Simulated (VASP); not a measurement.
# HfN: single point with PBEsol

Crystal: HfN.

```
CELL_PARAMETERS angstrom
3.13391 0.00000 0.00000
-1.56695 2.71404 0.00000
0.00000 0.00000 5.41677
ATOMIC_POSITIONS crystal
Hf 0.33366 0.65416 0.25049
Hf 0.66144 0.33566 0.74992
N 0.00764 0.99647 0.49177
N 0.00460 0.00224 0.99334
```

The cell comes from a database or a generator and needn't be the stable form of this composition.

The cell isn't the ideal one: atoms moved at random, drawn with an rms of 0.05 Å.

* Program: VASP 6.6.1
* Task: single point
* Functional: PBEsol
* Potentials or basis: VASP PAW PBE potentials, release 64 (Hf_pv, N)
* Cutoff: 520 eV
* k mesh: 10 × 10 × 5
* Occupations: fermi-dirac, width 0.05 eV
* Spin: no spin polarisation

| Quantity | Value |
| --- | --- |
| Pressure | -4.1 GPa |
| Largest force | 0.569 eV/Å |
| Band gap on the k mesh | none (metal or under the smearing width) |

Forces on the atoms (eV/Å):
```
Hf  -0.008  0.309 -0.441
Hf   0.380 -0.071 -0.373
N   -0.275 -0.044  0.496
N   -0.098 -0.194  0.317
```

Stress tensor (GPa, compression positive):
```
-3.50 -0.39 -0.10
-0.39 -4.05 -0.03
-0.10 -0.03 -4.65
```

Levels at points of the mesh, in eV from the Fermi level:
| k point | band 13 | band 14 | band 15 | band 16 | band 17 | band 18 |
| --- | --- | --- | --- | --- | --- | --- |
| (0.00, 0.00, 0.00) | -3.50 | -1.87 | -0.58 | 0.60 | 0.65 | 1.10 |
| (0.50, 0.00, 0.00) | -3.30 | -2.96 | -2.38 | 2.36 | 2.68 | 4.38 |
| (0.00, 0.50, 0.00) | -3.34 | -2.95 | -2.39 | 2.27 | 2.72 | 4.37 |
| (0.50, 0.50, 0.00) | -3.35 | -2.84 | -2.35 | 2.57 | 2.60 | 4.42 |

Wall time 2.7 min on 1 thread of Intel(R) Xeon(R) Platinum 8259CL CPU @ 2.50GHz (Skylake/Cascade Lake), with other jobs on the host, peak memory 0.34 GiB.

Caveat: the PAW data sets were made with another functional, which shifts forces and pressure a little. The run has no spin-orbit coupling, so splittings on Hf are missing.
